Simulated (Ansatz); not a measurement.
Runs of Ansatz 0.2.0 on KBr. It takes space group Fm-3m (No. 225, cubic). The conventional cell has a = 6.600 Å, b = 6.600 Å, c = 6.600 Å, α = 90.00°, β = 90.00°, γ = 90.00°. Around Br (site symmetry m-3m) lie 6 K at 3.30 Å. Around K (site symmetry m-3m) lie 6 Br at 3.30 Å. 

| task | level | potentials or basis | cell | k mesh | cutoff (eV) | smearing | basis error allowed | gap on the mesh (eV) | pressure (GPa) | relaxed volume (Å³/atom) |
| --- | --- | --- | --- | --- | --- | --- | --- | --- | --- | --- |
| Born charges and dielectric tensor | LDA | all-electron PAW datasets made for the crystal | as given | 7 × 7 × 7 | 220 | fixed | - | 4.03 | - | - |
| single point | PBE | all-electron LAPW, scalar-relativistic | as given | 7 × 7 × 7 | 128 | gaussian 0.05 eV | 0.001 eV/atom | 4.44 | 0.7 | - |
| single point | PBE | all-electron LAPW, scalar-relativistic | as given | 7 × 7 × 7 | 128 | gaussian 0.028 eV | 0.001 eV/atom | 4.44 | 0.7 | - |
| band structure | LDA | all-electron LAPW, scalar-relativistic | as given | 7 × 7 × 7 | 128 | fermi-dirac 0.05 eV | 0.001 eV/atom | 4.03 | (b) | - |
| single point | PBE | all-electron LAPW, scalar-relativistic | as given | 5 × 5 × 5 | 107 | fermi-dirac 0.03 eV | 0.004 eV/atom | (a) | 0.7 | - |
| relaxation of cell and atoms | revPBE | all-electron LAPW, scalar-relativistic | relaxed | 7 × 7 × 7 | - | fermi-dirac 0.05 eV | 0.001 eV/atom | 4.40 | 0.0 | 40.92 |
| relaxation of cell and atoms | revPBE+D4 | all-electron LAPW, scalar-relativistic | relaxed | 7 × 7 × 7 | - | fermi-dirac 0.05 eV | 0.001 eV/atom | 4.58 | 0.0 | 37.97 |

Alike in all rows: no spin polarisation.

Question: Estimate the missing entries.

Answer: (a) 4.43; (b) -1.6.

Caveats: an odd mesh through Γ misses points on the zone boundary, where band edges often lie (some runs); the program warned that the printed levels may be off, so bands, gaps and densities of states are rough (some runs); the volume moved by +14 % from the deposited cell, more than functionals usually miss (some runs).

A k mesh can miss the band edges, and the runs leave out spin-orbit coupling on Br.

The runs don't all hold the same shells in valence.
